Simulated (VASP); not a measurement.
A run of VASP 6.6.1:

INCAR

```
SYSTEM = HfS2
PREC = Accurate ; ENCUT = 600
EDIFF = 1E-7 ; ISMEAR = 0
SIGMA = 0.03 ; LREAL = .FALSE.
LASPH = .TRUE. ; NELM = 80
ALGO = Normal ; ISIF = 3
LWAVE = .FALSE. ; LCHARG = .FALSE.
GGA = MK ; LUSE_VDW = .TRUE.
AGGAC = 0.0 ; PARAM1 = 0.1234
PARAM2 = 0.711357 ; ZAB_VDW = -1.8867
IBRION = 2 ; NSW = 90
EDIFFG = -0.005 ; KPAR = 2
```

The input KPOINTS:

```
regular mesh
0
G
  9 9 5
  0 0 0
```

Contents of POSCAR:

```
HfS2                                    
1.0
    3.6138060678      0.0000000000      0.0000000000
   -1.8069030339      3.1296478590      0.0000000000
   -0.0000000000      0.0000000000      5.8301068998
  Hf              S             
     1     2
Direct
     0.0000000000000000    0.0000000000000000    0.0000000000000000
     0.6666666699999979    0.3333333300000021    0.7507017021241896
     0.3333333300000021    0.6666666699999979    0.2492982978758103
```

Potentials or basis: VASP PAW PBE potentials, release 64 (Hf_pv, S).

Launch:

```sh
$ cat potpaw_PBE.64/Hf_pv/POTCAR potpaw_PBE.64/S/POTCAR > POTCAR
$ mpirun -np 2 vasp_std > vasp.out
```

Hardware: 2 MPI ranks on Intel(R) Xeon(R) Platinum 8488C (Sapphire Rapids), on a shared host.

**Question.** How long does it take, and how much memory?

**Answer.** It took 78 s on 2 MPI ranks on Intel(R) Xeon(R) Platinum 8488C (Sapphire Rapids) (shared host), peak memory 0.47 GiB a rank. Counts: scf iterations 14, k points 50, ion steps 1.
